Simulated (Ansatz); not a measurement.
# Ga: the cost of one run

Computed with Ansatz 0.2.0 (DFT PBEsol, scalar-relativistic, plane waves, PAW, unless a step's input says otherwise).

The COD cell was measured well above room temperature, so it is larger than a cold one.

## (1) The starting structure

Symmetry: Im-3m, No. 229, cubic system. Conventional cell: a = 3.481 Å, b = 3.481 Å, c = 3.481 Å, α = 90.00°, β = 90.00°, γ = 90.00°. Ga (site symmetry m-3m) is surrounded by 8 Ga at 3.01 Å.

Coordinates:

```cif
data_structure
_symmetry_space_group_name_H-M 'P 1'
_symmetry_Int_Tables_number 1
_cell_length_a 3.0149
_cell_length_b 3.0149
_cell_length_c 3.0149
_cell_angle_alpha 109.471
_cell_angle_beta 109.471
_cell_angle_gamma 109.471
_cell_volume 21.10
loop_
_atom_site_label
_atom_site_type_symbol
_atom_site_fract_x
_atom_site_fract_y
_atom_site_fract_z
_atom_site_occupancy
Ga1 Ga 0.00000 0.00000 0.00000 1
```

This is candidate A: bcc type (Im-3m, No. 229).

(A quick probe on a coarse mesh, which set the mesh and smearing, is not shown.)

## (3) Rough relaxation on the coarse mesh (candidate A)

Input file input.yaml:

```yaml
crystal:
  lattice:
    - [-1.7406372864, 1.7406372864, 1.7406372864]
    - [1.7406372864, -1.7406372864, 1.7406372864]
    - [1.7406372864, 1.7406372864, -1.7406372864]
  atoms:
    - { symbol: Ga, position: [0.0, 0.0, 0.0] }
basis:
  ecutwfc: 420
kpoints:
  mp_grid: { grid: [8, 8, 8] }
hamiltonian:
  xc: pbesol
scf:
  occupations: { method: gaussian, width: 0.1 }
  lower_state_search: "off"
output:
  forces: true
  stress: true
  eigenvalues: true
relax:
  adjacent_minimum: "off"
  f_tol: 0.04
  max_steps: 70
  cell: { stress_tol: 0.4 }
```

Q: Estimate wall time and peak memory on 1 thread of an Arm CPU, shared host.

About 3.6 s, with a peak of 0.29 GiB.
